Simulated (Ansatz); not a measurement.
# CsPbCl3: the cost of one run

Computed with Ansatz 0.2.0 (DFT PBE, scalar-relativistic, plane waves, PAW, unless a step's input says otherwise).

**1. Starting point**

It takes space group Pm-3m (No. 221, cubic). The conventional cell has a = 5.605 Å, b = 5.605 Å, c = 5.605 Å, α = 90.00°, β = 90.00°, γ = 90.00°. Around Cs (site symmetry m-3m) lie 12 Cl at 3.96 Å. Pb (site symmetry m-3m) is surrounded by 6 Cl at 2.80 Å. Cl (site symmetry 4/mmm) is surrounded by 2 Pb at 2.80 Å and 4 Cs at 3.96 Å.

As a file:

```xyz
5
Lattice="5.6050 0.0000 0.0000 0.0000 5.6050 0.0000 0.0000 0.0000 5.6050" Properties=species:S:1:pos:R:3 pbc="T T T"
Cs    0.0000    0.0000    0.0000
Pb    2.8025    2.8025    2.8025
Cl    2.8025    2.8025    0.0000
Cl    0.0000    2.8025    2.8025
Cl    2.8025    0.0000    2.8025
```

The structure comes from the Crystallography Open Database.

**2. The base run**

input.yaml reads:

```yaml
crystal:
  lattice:
    - [5.605, 0.0, 0.0]
    - [0.0, 5.605, 0.0]
    - [0.0, 0.0, 5.605]
  atoms:
    - { symbol: Cs, position: [0.0, 0.0, 0.0] }
    - { symbol: Pb, position: [0.5, 0.5, 0.5] }
    - { symbol: Cl, position: [0.5, 0.5, 0.0] }
    - { symbol: Cl, position: [0.0, 0.5, 0.5] }
    - { symbol: Cl, position: [0.5, 0.0, 0.5] }
basis:
  ecutwfc: 500
  fft_grid_basis: typed
kpoints:
  mp_grid: { grid: [6, 6, 6] }
hamiltonian:
  xc: pbe
  pseudopotentials: { kind: paw }
scf:
  occupations: { method: gaussian, width: 0.05 }
output:
  forces: true
  stress: true
  eigenvalues: true
  bader: true
  write_density: true
  volumetric_format: npy
  elf: true
```

Started as:

```sh
$ ansatz run input.yaml --threads 2 --pin off --max-ram 4096MiB --backend cpu --events-out ev --progress --plain --runs-dir out
```

What time and memory should one allow on 2 threads of Intel Xeon at 2.50GHz (Skylake/Cascade Lake), shared host?

About 45 s, with a peak of 0.56 GiB.
